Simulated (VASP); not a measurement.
# CO2 (P4_2/mnm) in VASP: single point with PBE+D3(BJ)

Aim: the single point of CO2 with PBE+D3(BJ).

All numbers are computed with VASP 6.6.1; they aren't measurements. Logs are shortened: lines on timing, memory, paths and dates and some standing lists are left out, and cuts for length are marked.

## 1. The cell of the first run

It takes space group P4_2/mnm (No. 136, tetragonal). The conventional cell has a = 4.227 Å, b = 4.227 Å, c = 4.688 Å, α = 90.00°, β = 90.00°, γ = 90.00°. Around C (site symmetry mmm) lie 2 O at 1.17 Å. C (site symmetry mmm) has 2 O at 1.17 Å as nearest neighbours. O (site symmetry m2m) is surrounded by 1 C at 1.17 Å. Around O (site symmetry m2m) lie 1 C at 1.17 Å.

The cell comes from a database or a generator and needn't be the stable form of this composition.

## 2. Single point, PBE+D3(BJ) (the relaxed cell repeated 3 times, on the trajectory's mesh)

File INCAR:

```
PREC     = Accurate       # precision mode
ENCUT    = 520            # plane-wave cutoff, eV
EDIFF    = 1E-7           # SCF threshold, eV
ISMEAR   = 0              # smearing method
SIGMA    = 0.1            # smearing width, eV
LREAL    = Auto         
LASPH    = T              # aspherical terms in the spheres
NELM     = 100            # most SCF steps
ALGO     = Fast           # electronic algorithm
ISIF     = 2              # what is computed and relaxed
LWAVE    = F              # write WAVECAR
LCHARG   = F              # write CHGCAR
GGA      = PE             # functional
IVDW     = 12             # dispersion correction
ISYM     = 0            
NBANDS   = 63             # bands
```

File KPOINTS:

```
Automatic mesh
0
Gamma
  2 2 2
  0.5 0.5 0.5
```

File POSCAR:

```
CO2
1.0
    4.2272127900     -4.2272127900      0.0000000000
    0.0000000000      4.2272127900     -4.6877715900
    4.2272127900      4.2272127900      4.6877715900
C O
6 12
Direct
    1.0000000000      0.0000000000      0.5000000000
    0.6666666667      0.3333333333      0.8333333333
    0.3333333333      0.6666666667      0.1666666667
    0.0000000000      0.0000000000      0.0000000000
    0.6666666667      0.3333333333      0.3333333333
    0.3333333333      0.6666666667      0.6666666667
    0.8048268600      0.0000000000      0.5000000000
    0.4714935267      0.3333333333      0.8333333333
    0.1381601933      0.6666666667      0.1666666667
    0.1951731400      0.0000000000      0.5000000000
    0.8618398067      0.3333333333      0.8333333333
    0.5285064733      0.6666666667      0.1666666667
    0.0650577133      0.1301154267      0.1301154267
    0.7317243800      0.4634487600      0.4634487600
    0.3983910467      0.7967820933      0.7967820933
    0.2682756200      0.5365512400      0.5365512400
    0.9349422867      0.8698845733      0.8698845733
    0.6016089533      0.2032179067      0.2032179067
```

Potentials or basis: VASP PAW PBE potentials, release 64 (C, O).

Started as:

```console
$ cat potpaw_PBE.64/C/POTCAR potpaw_PBE.64/O/POTCAR > POTCAR
$ mpirun -np 1 vasp_std > vasp.out
```

OUTCAR:

```text
PREC = Accurate
   ENCUT = 520
   EDIFF = 1E-7
   ISMEAR = 0
   LREAL = Auto
   LASPH = T
   NELM = 100
   ISIF = 2
   GGA = PE
   IVDW = 12
   ISYM = 0
 IVDW          = 12

 ion  position               nearest neighbor table
   1  0.000  0.000  0.500-   7 1.17  10 1.17
   2  0.667  0.333  0.833-  11 1.17   8 1.17
   3  0.333  0.667  0.167-   9 1.17  12 1.17
   4  0.000  0.000  0.000-  13 1.17  17 1.17
   5  0.667  0.333  0.333-  18 1.17  14 1.17
   6  0.333  0.667  0.667-  15 1.17  16 1.17
   7  0.805  0.000  0.500-   1 1.17
   8  0.471  0.333  0.833-   2 1.17
   9  0.138  0.667  0.167-   3 1.17
  10  0.195  0.000  0.500-   1 1.17
  11  0.862  0.333  0.833-   2 1.17
  12  0.529  0.667  0.167-   3 1.17
  13  0.065  0.130  0.130-   4 1.17
  14  0.732  0.463  0.463-   5 1.17
  15  0.398  0.797  0.797-   6 1.17
  16  0.268  0.537  0.537-   6 1.17
  17  0.935  0.870  0.870-   4 1.17
  18  0.602  0.203  0.203-   5 1.17

IMPORTANT INFORMATION: All symmetrisations will be switched off!
NOSYMM: (Re-)initialisation of all symmetry stuff for point group C_1.

----------------------------------------------------------------------------------------

                                     Primitive cell

  volume of cell :     251.3020

  direct lattice vectors                    reciprocal lattice vectors
     4.227212790 -4.227212790  0.000000000     0.157708329 -0.078854165 -0.071106991
     0.000000000  4.227212790 -4.687771590     0.078854165  0.078854165 -0.142213982
     4.227212790  4.227212790  4.687771590     0.078854165  0.078854165  0.071106991

  length of vectors
     5.978181659  6.312252407  7.596963763     0.190121279  0.180722924  0.132257940

  position of ions in fractional coordinates (direct lattice)
     0.000000000  0.000000000  0.500000000
     0.666666667  0.333333333  0.833333333
     0.333333333  0.666666667  0.166666667
     0.000000000  0.000000000  0.000000000
     0.666666667  0.333333333  0.333333333
     0.333333333  0.666666667  0.666666667
[... 10 lines left out ...]
     0.934942287  0.869884573  0.869884573
     0.601608953  0.203217907  0.203217907

  ion indices of the primitive-cell ions
   primitive index   ion index
                 1           1
                 2           2
                 3           3
                 4           4
                 5           5
                 6           6
[... 10 lines left out ...]
                17          17
                18          18

----------------------------------------------------------------------------------------

 KPOINTS: Automatic mesh

Automatic generation of k-mesh.
 Grid dimensions read from file:
 generate k-points for:    2    2    2

 Generating k-lattice:

  Cartesian coordinates                     Fractional coordinates (reciprocal lattice)
     0.078854165 -0.039427082 -0.035553496     0.500000000  0.000000000  0.000000000
     0.039427082  0.039427082 -0.071106991     0.000000000  0.500000000  0.000000000
     0.039427082  0.039427082  0.035553496     0.000000000  0.000000000  0.500000000

  Length of vectors
     0.095060639  0.090361462  0.066128970

  Shift w.r.t. Gamma in fractional coordinates (k-lattice)
     0.500000000  0.500000000  0.500000000

 Subroutine IBZKPT returns following result:
 ===========================================

 Found      8 irreducible k-points:

 Following reciprocal coordinates:
            Coordinates               Weight
  0.250000  0.250000  0.250000      2.000000
  0.250000  0.500000 -0.250000      2.000000
 -0.250000  0.250000  0.250000      2.000000
 -0.250000  0.000000 -0.250000      2.000000
  0.250000 -0.250000  0.250000      2.000000
  0.250000 -0.000000 -0.250000      2.000000
 -0.250000 -0.250000  0.250000      2.000000
 -0.250000  0.500000 -0.250000      2.000000
   k-points           NKPTS =      8   k-points in BZ     NKDIM =      8   number of bands    NBANDS=     63
   number of dos      NEDOS =    301   number of ions     NIONS =     18
   total plane-waves  NPLWV = 138240
   dimension x,y,z NGX =    48 NGY =   48 NGZ =   60
   dimension x,y,z NGXF=    96 NGYF=   96 NGZF=  120
   ions per type =               6  12
   NGX,Y,Z   is equivalent  to a cutoff of  13.35, 12.64, 13.13 a.u.
   NGXF,Y,Z  is equivalent  to a cutoff of  26.70, 25.28, 26.26 a.u.
 SYSTEM =  unknown system
   PREC   = accura    normal or accurate (medium, high low for compatibility)
   ISTART =      0    job   : 0-new  1-cont  2-samecut
   ICHARG =      2    charge: 1-file 2-atom 10-const
   ISPIN  =      1    spin polarized calculation?
   LNONCOLLINEAR =      F non collinear calculations
   LSORBIT =      F    spin-orbit coupling
   LASPH  =      T    aspherical Exc in radial PAW
   ENCUT  =  520.0 eV  38.22 Ry    6.18 a.u.  11.12 11.74 14.13*2*pi/ulx,y,z
   NELM   =    100;   NELMIN=  2; NELMDL= -5     # of ELM steps
   EDIFF  = 0.1E-06   stopping-criterion for ELM
   LREAL  =      T    real-space projection
   EDIFFG = 0.1E-05   stopping-criterion for IOM
   NSW    =      0    number of steps for IOM
   IBRION =     -1    ionic relax: 0-MD 1-quasi-New 2-CG
   NFREE  =      0    steps in history (QN), initial steepest desc. (CG)
   ISIF   =      2    stress and relaxation
   ISYM   =      0    0-nonsym 1-usesym 2-fastsym
   POTIM  = 0.5000    time-step for ionic-motion
   TEBEG  =    0.0;   TEEND  =   0.0 temperature during run
   PSTRESS=    0.0 pullay stress
   NELECT =      96.0000    total number of electrons
   NUPDOWN=      -1.0000    fix difference up-down
   EMIN   =  10.00;   EMAX   =-10.00  energy-range for DOS
   EFERMI =   0.00;   METHOD = LEGACY
   ISMEAR =     0;   SIGMA  =   0.10  broadening in eV -4-tet -1-fermi 0-gaus
   EFERMI_NEDOS =   21; number of points for ismear=-14 and -15
   IALGO  =     68    algorithm
   IMIX   =      4    mixing-type and parameters
     AMIX     =   0.40;   BMIX     =  1.00
     AMIX_MAG =   1.60;   BMIX_MAG =  1.00
  volume/ion in A,a.u.               =      13.96        94.21
  Fermi-wavevector in a.u.,A,eV,Ry     =   1.187864  2.244737 19.198094  1.411020
  Thomas-Fermi vector in A             =   2.324006
   LORBIT       =      0    0 simple, 1 ext, 2 COOP (PROOUT), +10 PAW based schemes
   GGA     = PE    functional components
   LHFCALC =     F    Hartree Fock is set to
   AEXX    =    0.0000 exact exchange contribution
   IVDW    =    12    specifies the selected vdW correction
   LEPSILON=     F    determine dielectric tensor
   LRPA    =     F    only Hartree local field effects (RPA)
 non-spin polarized calculation
 RMM-DIIS sequential band-by-band and
 Gauss-broadening in eV      SIGMA  =   0.10
  energy-cutoff  :      520.00
  volume of cell :      251.30
 maximum number of plane-waves:      6768
 NGX is ok and might be reduce to    48
   NGX = 23   NGY = 23   NGZ = 29

 number of electron      96.0000000 magnetization

 Free energy of the ion-electron system (eV)
  ---------------------------------------------------
  ext. energy  EPLUGINS =         0.00000000
  ---------------------------------------------------
  free energy    TOTEN  =      -137.92461703 eV

  energy without entropy =     -137.92461703  energy(sigma->0) =     -137.92461703

 E-fermi :  -2.7583     XC(G=0):  -8.1147

 val. band max:       -3.2186967968   @ k =  -0.2500   0.2500   0.2500
 cond. band min:       4.0554537235   @ k =   0.2500  -0.0000  -0.2500
 fundamental gap:      7.2741505203
 Fermi energy:        -2.7582730954

 k-point     1 :       0.2500    0.2500    0.2500
  band No.  band energies     occupation
      1     -23.8703      2.00000
      2     -23.8154      2.00000
      3     -23.8151      2.00000
      4     -23.7885      2.00000
      5     -23.7524      2.00000
      6     -23.7417      2.00000
[... 52 lines left out ...]
     59       5.1534      0.00000
     60       5.2054      0.00000

 k-point     2 :       0.2500    0.5000   -0.2500
  band No.  band energies     occupation
      1     -23.8703      2.00000
      2     -23.8154      2.00000
      3     -23.8151      2.00000
      4     -23.7885      2.00000
      5     -23.7524      2.00000
      6     -23.7417      2.00000
[... 52 lines left out ...]
     59       5.1535      0.00000
     60       5.2056      0.00000

 k-point     3 :      -0.2500    0.2500    0.2500
  band No.  band energies     occupation
      1     -23.9259      2.00000
      2     -23.8403      2.00000
      3     -23.7788      2.00000
      4     -23.7658      2.00000
      5     -23.7581      2.00000
      6     -23.7116      2.00000
[... 52 lines left out ...]
     59       5.2138      0.00000
     60       5.2541      0.00000

 k-point     4 :      -0.2500    0.0000   -0.2500
  band No.  band energies     occupation
      1     -23.9259      2.00000
      2     -23.8403      2.00000
      3     -23.7788      2.00000
      4     -23.7658      2.00000
      5     -23.7581      2.00000
      6     -23.7116      2.00000
[... 52 lines left out ...]
     59       5.2138      0.00000
     60       5.2541      0.00000

 k-point     5 :       0.2500   -0.2500    0.2500
  band No.  band energies     occupation
      1     -23.9335      2.00000
      2     -23.8219      2.00000
      3     -23.7744      2.00000
      4     -23.7741      2.00000
      5     -23.7613      2.00000
      6     -23.7156      2.00000
[... 52 lines left out ...]
     59       5.2379      0.00000
     60       5.2380      0.00000

 k-point     6 :       0.2500   -0.0000   -0.2500
  band No.  band energies     occupation
      1     -23.9335      2.00000
      2     -23.8219      2.00000
      3     -23.7744      2.00000
      4     -23.7741      2.00000
      5     -23.7613      2.00000
      6     -23.7156      2.00000
[... 52 lines left out ...]
     59       5.2379      0.00000
     60       5.2380      0.00000

 k-point     7 :      -0.2500   -0.2500    0.2500
  band No.  band energies     occupation
      1     -23.8866      2.00000
      2     -23.8058      2.00000
      3     -23.7800      2.00000
      4     -23.7797      2.00000
      5     -23.7706      2.00000
      6     -23.7608      2.00000
[... 52 lines left out ...]
     59       5.2084      0.00000
     60       5.2427      0.00000

 k-point     8 :      -0.2500    0.5000   -0.2500
  band No.  band energies     occupation
      1     -23.8866      2.00000
      2     -23.8058      2.00000
      3     -23.7800      2.00000
      4     -23.7797      2.00000
      5     -23.7706      2.00000
      6     -23.7608      2.00000
[... 52 lines left out ...]
     59       5.2084      0.00000
     60       5.2427      0.00000
 [bands above 60 left out]

------------------------ aborting loop because EDIFF is reached ----------------------------------------

 Edisp (eV)   -1.34801

 E8    (eV) :    -0.3473

  FORCE on cell =-STRESS in cart. coord.  units (eV):
  Direction    XX          YY          ZZ          XY          YZ          ZX
  --------------------------------------------------------------------------------------
  -------------------------------------------------------------------------------------
  Total       6.70994     6.70999     1.12507    -0.01387     0.01570     0.01575
  in kB      42.77923    42.77956     7.17287    -0.08844     0.10011     0.10044
  external pressure =       30.91 kB  Pullay stress =        0.00 kB

 VOLUME and BASIS-vectors are now :
 -----------------------------------------------------------------------------
  energy-cutoff  :      520.00
  volume of cell :      251.30
      direct lattice vectors                 reciprocal lattice vectors
     4.227212790 -4.227212790  0.000000000     0.157708329 -0.078854165 -0.071106991
     0.000000000  4.227212790 -4.687771590     0.078854165  0.078854165 -0.142213982
     4.227212790  4.227212790  4.687771590     0.078854165  0.078854165  0.071106991

 POSITION                                       TOTAL-FORCE (eV/Angst)
 -----------------------------------------------------------------------------------
      2.11361      2.11361      2.34389        -0.000002      0.000003      0.000000
      6.34082      2.11361      2.34389         0.000001     -0.000001      0.000001
      2.11361      2.11361     -2.34389        -0.000002     -0.000000      0.000000
      0.00000      0.00000      0.00000         0.000002      0.000003     -0.000000
      4.22721     -0.00000      0.00000        -0.000002     -0.000004      0.000000
      4.22721      4.22721      0.00000         0.000002      0.000004     -0.000002
[... 10 lines left out ...]
      7.62939      3.40217      0.00000        -0.556970     -0.556964      0.002824
      3.40217     -0.82504      0.00000        -0.556964     -0.556964      0.002829
 -----------------------------------------------------------------------------------
    total drift:                                0.000003     -0.000012     -0.000002

  FREE ENERGIE OF THE ION-ELECTRON SYSTEM (eV)
  ---------------------------------------------------
  free  energy   TOTEN  =      -139.2726220318 eV

  energy  without entropy=     -139.2726220318  energy(sigma->0) =     -139.27262203
```

It took 3.9 min on 1 thread of Intel Xeon Platinum 8488C (Sapphire Rapids), shared host; peak memory 0.39 GiB.

Results:

```yaml
Free_energy: -139.2726 eV
Pressure: 3.1 GPa
Largest_force: 0.791 eV/Å
Band_gap_on_the_k_mesh: 7.27 eV
Dispersion_energy_per_atom: -0.075 eV
```

Forces in eV/Å, atoms in the order of the input:
```
C    0.000  0.000  0.000
C    0.000  0.000  0.000
C    0.000  0.000  0.000
C    0.000  0.000  0.000
C    0.000  0.000  0.000
C    0.000  0.000  0.000
O   -0.560  0.560  0.000
O   -0.560  0.560  0.000
O   -0.560  0.560  0.000
O    0.560 -0.560  0.000
O    0.560 -0.560  0.000
O    0.560 -0.560  0.000
O    0.557  0.557 -0.003
O    0.557  0.557 -0.003
O    0.557  0.557 -0.003
O   -0.557 -0.557  0.003
O   -0.557 -0.557  0.003
O   -0.557 -0.557  0.003
```

Caveat: the k mesh is coarse (spacing up to 0.60 Å⁻¹), so the values aren't converged; the standard files for N, O and F lose accuracy on very short bonds.
